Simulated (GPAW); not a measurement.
Here is a GPAW 26.7.0 calculation.

run.py

```python
from ase import Atoms
from ase.dft.bandgap import bandgap
from ase.io import write
from ase.units import GPa
from gpaw import GPAW, PW

atoms = Atoms(['Sn', 'Se', 'Se'],
              cell=[[3.811, 0.0, 0.0],
                    [-1.9055, 3.3004228138, 0.0],
                    [0.0, 0.0, 6.136]],
              scaled_positions=[[0.0, 0.0, 0.0],
                                [0.6666666667, 0.3333333333, 0.751],
                                [0.3333333333, 0.6666666667, 0.249]],
              pbc=True)

calc = GPAW(mode=PW(450),
            xc='LDA',
            kpts={'size': (7, 7, 4), 'gamma': True},
            occupations={'name': 'fermi-dirac', 'width': 0.05},
            nbands=24,
            maxiter=120,
            txt='gpaw.txt')
atoms.calc = calc
energy = atoms.get_potential_energy()
forces = atoms.get_forces()
stress = atoms.get_stress()
calc.write('gs.gpw')
write('result.traj', atoms)
print(f'Energy: {energy:.6f} eV')
print('Forces (eV/A):')
print(forces.round(4))
print('Stress (GPa):', (stress / GPa).round(3))
print('Fermi level:', round(calc.get_fermi_level(), 4), 'eV')
print(f'Gap: {bandgap(calc)[0]:.4f} eV, direct: {bandgap(calc, direct=True)[0]:.4f} eV')
```

Potentials or basis: the program's PAW data sets (release 1.2.1) made for this functional, pw.

Launch:

```console
$ OMP_NUM_THREADS=1 python run.py
```

What does it give for the largest force?

0.449 eV/Å.

Predict the pressure.

-0.2 GPa.

Stress tensor (GPa, compression positive):
```
-0.74  0.00  0.00
 0.00 -0.74  0.00
 0.00  0.00  0.94
```

Caveat: the cutoff is short for stress and forces, so pressures can be off by a GPa or more; spin-orbit coupling is left out, which moves the levels of the heavy elements; an odd mesh through Γ misses points on the zone boundary, where band edges often lie.
